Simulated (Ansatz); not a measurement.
CdS (Hawleyite):

```
CELL_PARAMETERS angstrom
0.00000 2.91650 2.91650
2.91650 0.00000 2.91650
2.91650 2.91650 0.00000
ATOMIC_POSITIONS crystal
Cd 0.00000 0.00000 0.00000
S 0.75000 0.75000 0.75000
```

Base run:

- Program: Ansatz 0.2.0
- Functional: r2SCAN
- Potentials or basis: Ansatz PAW
- Cutoff: 500 eV (not typed: the program's choice for these potentials)
- k mesh: 8 × 8 × 8
- Occupations: fermi-dirac, width 0.05 eV
- Spin: no spin polarisation

Its results: band gap on the k mesh 1.60 eV, direct; pressure 1.5 GPa.

**Question.** After a change of settings the same cell gave: band gap on the k mesh 2.45 eV, direct; pressure 4.5 GPa. Which change was it?
A. functional from r2SCAN to B3LYP; cutoff from 500 eV (not typed: the program's choice for these potentials) to 420 eV (not typed: the program's choice for these potentials); k mesh from 8 × 8 × 8 to 4 × 4 × 4
B. functional from r2SCAN to RPBE; cutoff from 500 eV (not typed: the program's choice for these potentials) to 420 eV (not typed: the program's choice for these potentials)
C. functional from r2SCAN to BLYP; cutoff from 500 eV (not typed: the program's choice for these potentials) to 420 eV (not typed: the program's choice for these potentials)
D. functional from r2SCAN to revPBE; cutoff from 500 eV (not typed: the program's choice for these potentials) to 420 eV (not typed: the program's choice for these potentials)

**Answer.** A.

Caveats: some runs use coarse meshes; the PAW data sets come from PBE, with cores solved anew for the run's functional, which leaves a small shift of forces and pressure; the thresholds are loose for stress (some runs).

Runs at the PBE level aren't shown here.
